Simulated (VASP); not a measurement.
Input of a VASP 6.6.1 run:

The input POSCAR:

```
GaN                                     
1.0
    3.2183127026      0.0000000000      0.0000000000
   -1.6091563513      2.7871405535     -0.0000000000
    0.0000000000     -0.0000000000      5.2446999046
  Ga              N             
     2     2
Direct
     0.3333333300000021    0.6666666699999979    0.9991991010874375
     0.6666666699999979    0.3333333300000021    0.4991991010874374
     0.3333333300000021    0.6666666699999979    0.3758008989125626
     0.6666666699999979    0.3333333300000021    0.8758008989125625
```

File INCAR.step1:

```
SYSTEM = GaN
PREC     = Accurate       ! precision mode
ENCUT    = 520            ! plane-wave cutoff, eV
EDIFF    = 1E-7           ! SCF threshold, eV
ISMEAR   = 0              ! smearing method
SIGMA    = 0.02           ! smearing width, eV
LREAL    = .False.        ! projectors in reciprocal space
LASPH    = .True.         ! aspherical terms in the spheres
NELM     = 100            ! most SCF steps
ALGO     = Normal         ! electronic algorithm
ISIF     = 2              ! what is computed and relaxed
LWAVE    = .False.        ! write WAVECAR
LCHARG   = .True.         ! write CHGCAR
GGA      = PE             ! functional
NBANDS   = 26             ! bands
```

KPOINTS.step1

```
Automatic mesh
0
Gamma
  6 6 2
  0 0 0
```

File INCAR.step2:

```
SYSTEM = GaN
PREC     = Accurate       ! precision mode
ENCUT    = 520            ! plane-wave cutoff, eV
EDIFF    = 1E-7           ! SCF threshold, eV
ISMEAR   = 0              ! smearing method
SIGMA    = 0.05           ! smearing width, eV
LREAL    = .False.        ! projectors in reciprocal space
LASPH    = .True.         ! aspherical terms in the spheres
NELM     = 100            ! most SCF steps
ALGO     = Normal         ! electronic algorithm
ISIF     = 2              ! what is computed and relaxed
LWAVE    = .False.        ! write WAVECAR
LCHARG   = .False.        ! write CHGCAR
GGA      = PE             ! functional
NBANDS   = 26             ! bands
ICHARG   = 11             ! starting density
```

The input KPOINTS.step2:

```
path GMKGALHA,LM,KH
15
line-mode
reciprocal
 0.0000000000  0.0000000000  0.0000000000  G
 0.5000000000  0.0000000000  0.0000000000  M

 0.5000000000  0.0000000000  0.0000000000  M
 0.3333333333  0.3333333333  0.0000000000  K

 0.3333333333  0.3333333333  0.0000000000  K
 0.0000000000  0.0000000000  0.0000000000  G

 0.0000000000  0.0000000000  0.0000000000  G
 0.0000000000  0.0000000000  0.5000000000  A

 0.0000000000  0.0000000000  0.5000000000  A
 0.5000000000  0.0000000000  0.5000000000  L

 0.5000000000  0.0000000000  0.5000000000  L
 0.3333333333  0.3333333333  0.5000000000  H

 0.3333333333  0.3333333333  0.5000000000  H
 0.0000000000  0.0000000000  0.5000000000  A

 0.5000000000  0.0000000000  0.5000000000  L
 0.5000000000  0.0000000000  0.0000000000  M

 0.3333333333  0.3333333333  0.0000000000  K
 0.3333333333  0.3333333333  0.5000000000  H
```

Potentials or basis: VASP PAW PBE potentials, release 64 (Ga_d, N).

The run is started by

```bash
$ cat potpaw_PBE.64/Ga_d/POTCAR potpaw_PBE.64/N/POTCAR > POTCAR
$ cp INCAR.step1 INCAR
$ cp KPOINTS.step1 KPOINTS
$ mpirun -np 1 vasp_std > vasp.out
$ cp INCAR.step2 INCAR
$ cp KPOINTS.step2 KPOINTS
$ mpirun -np 1 vasp_std > vasp.out
```

Q: What does it give for the band gap on the k mesh?

A: 1.71 eV, direct.

Q: What does it give for the band gap along the path?

A: 1.71 eV, direct.

Levels at the corners of the path, in eV from the valence-band top:
```
point  band 16  band 17  band 18  band 19  band 20  band 21
    Γ    -0.04     0.00     0.00     1.71     4.06     9.02
    M    -2.64    -2.12    -0.96     4.98     5.37     5.97
    M    -2.64    -2.12    -0.96     4.98     5.37     5.97
    K    -2.87    -2.87    -2.62     5.17     7.53     7.53
    K    -2.87    -2.87    -2.62     5.17     7.53     7.53
    Γ    -0.04     0.00     0.00     1.71     4.06     9.02
    Γ    -0.04     0.00     0.00     1.71     4.06     9.02
    A    -0.51    -0.51    -0.51     4.06     4.06     8.31
    A    -0.51    -0.51    -0.51     4.06     4.06     8.31
    L    -1.87    -1.83    -1.83     4.30     4.30     7.57
    L    -1.87    -1.83    -1.83     4.30     4.30     7.57
    H    -4.04    -1.42    -1.42     6.22     6.22     7.25
    H    -4.04    -1.42    -1.42     6.22     6.22     7.25
    A    -0.51    -0.51    -0.51     4.06     4.06     8.31
    L    -1.87    -1.83    -1.83     4.30     4.30     7.57
    M    -2.64    -2.12    -0.96     4.98     5.37     5.97
    K    -2.87    -2.87    -2.62     5.17     7.53     7.53
    H    -4.04    -1.42    -1.42     6.22     6.22     7.25
```

Caveat: the k mesh is coarse (spacing up to 0.60 Å⁻¹), so the values aren't converged; the log is that of the step along the path at fixed density, whose energy, stress, charges and moments have no meaning.
